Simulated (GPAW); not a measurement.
The system is CoO.

```xyz
2
Lattice="0.0000 2.1315 2.1315 2.1315 0.0000 2.1315 2.1315 2.1315 0.0000" Properties=species:S:1:pos:R:3 pbc="T T T"
Co    0.0000    0.0000    0.0000
O     2.1315    2.1315    2.1315
```

Base run:

| Property | Result |
| --- | --- |
| Program | GPAW 26.7.0 |
| Functional | PBEsol |
| Potentials or basis | PAW data sets generated in the run's folder for this functional |
| Cutoff | 800 eV |
| Basis | pw |
| k mesh | 11 × 11 × 11 |
| Occupations | fermi-dirac, width 0.05 eV |
| Spin | collinear spin, ferromagnetic start |
| Starting moments | [2.0, 0.0] μB |

Its results: pressure -10.0 GPa; net moment 2.96 μB per cell; site moments Co +2.53; O +0.25 μB.

Question: The run is repeated on the same cell with these changes: hubbard terms from none to Co d U = 6 eV. What comes out?

Answer: Pressure -6.1 GPa; net moment 3.00 μB per cell; site moments Co +2.75; O +0.16 μB.

Caveats: a cell with one magnetic atom can't hold antiferromagnetic order, which such compounds often take.
